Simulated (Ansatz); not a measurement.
The system is Ti.

```
Ti
1.0
    -1.64100    1.64100    1.64100
     1.64100   -1.64100    1.64100
     1.64100    1.64100   -1.64100
Ti
1
Cartesian
  0.0000 0.0000 0.0000
```

This isn't the form of Ti at room conditions, which is hcp.

- Program: Ansatz 0.2.0
- Task: relaxation of cell and atoms
- Functional: LDA
- Potentials or basis: all-electron LAPW, scalar-relativistic
- Basis error allowed: 0.001 eV/atom
- k mesh: 11 × 11 × 11
- Occupations: fermi-dirac, width 0.05 eV
- Spin: no spin polarisation

At the start: volume 17.68 Å³/atom.

How do energy, volume and symmetry change on relaxing?

Over 5 steps the energy falls by 67.6 meV/atom and the volume is 15.85 Å³/atom (-10.3 %); space group Im-3m (No. 229, to 0.05 Å).

The path:
```csv
step,energy change (eV),largest force (eV/Å),volume (Å³)
1,0.0000,0.0000,17.68
2,-0.0574,0.0000,15.21
3,-0.0674,0.0000,15.94
4,-0.0676,0.0000,15.85
5,-0.0676,0.0000,15.85
```

Final structure:
```
CELL_PARAMETERS angstrom
-1.58258 1.58258 1.58258
1.58258 -1.58258 1.58258
1.58258 1.58258 -1.58258
ATOMIC_POSITIONS crystal
Ti 0.00000 0.00000 0.00000
```

Caveat: the volume moved by -10 % from the deposited cell, more than functionals usually miss.
